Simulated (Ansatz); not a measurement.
Runs of Ansatz 0.2.0 on PbO2. The structure is cubic, space group Fm-3m (No. 225). The conventional cell has a = 5.404 Å, b = 5.404 Å, c = 5.404 Å, α = 90.00°, β = 90.00°, γ = 90.00°. Pb (site symmetry m-3m) has 8 O at 2.34 Å as nearest neighbours. Around O (site symmetry -43m) lie 4 Pb at 2.34 Å. The cell comes from a database or a generator and needn't be the stable form of this composition.

```tsv
task	level	spin	cell	k mesh	cutoff (eV)	smearing	points for each segment of the path	gap on the mesh (eV)	pressure (GPa)	relaxed volume (Å³/atom)
band structure	BLYP	off	as given	9 × 9 × 9	420	fermi-dirac 0.05 eV	14	none	(a)	-
relaxation of cell and atoms	BLYP	off	relaxed	9 × 9 × 9	420	fermi-dirac 0.05 eV	-	none	0.0	13.82
band structure	r2SCAN	SOC, no magnetisation	as given	7 × 7 × 7	500	fermi-dirac 0.05 eV	14	none	-7.4	-
single point	PBE	off	as given	9 × 9 × 9	420	gaussian 0.012 eV	-	none	0.4	-
relaxation of cell and atoms	revPBE	off	relaxed	9 × 9 × 9	420	fermi-dirac 0.05 eV	-	none	0.0	13.48
single point	PBE	off	as given	9 × 9 × 9	420	gaussian 0.013 eV	-	none	0.4	-
band structure	revPBE	off	as given	9 × 9 × 9	420	fermi-dirac 0.05 eV	14	none	(b)	-
single point	PBE	off	as given	9 × 9 × 9	420	gaussian 0.015 eV	-	none	0.4	-
band structure	r2SCAN	off	as given	9 × 9 × 9	500	fermi-dirac 0.05 eV	14	none	-6.7	-
single point	PBE	off	as given	9 × 9 × 9	420	gaussian 0.014 eV	-	none	0.4	-
```

Alike in all rows: potentials or basis Ansatz PAW.

Task: Fill in the values left out.

Result: (a) 6.5; (b) 3.2.

Caveats: the PAW data sets come from PBE, with cores solved anew for the run's functional, which leaves a small shift of forces and pressure (some runs); spin-orbit coupling is left out, which moves the levels of the heavy elements (some runs); the plane-wave basis is chosen anew once the cell has moved, so the energies of steps on either side of that aren't comparable (some runs).

A k mesh can miss the band edges, and rows without SOC leave out spin-orbit coupling on Pb.

A gap of «none» marks a metal or a gap under the smearing width.
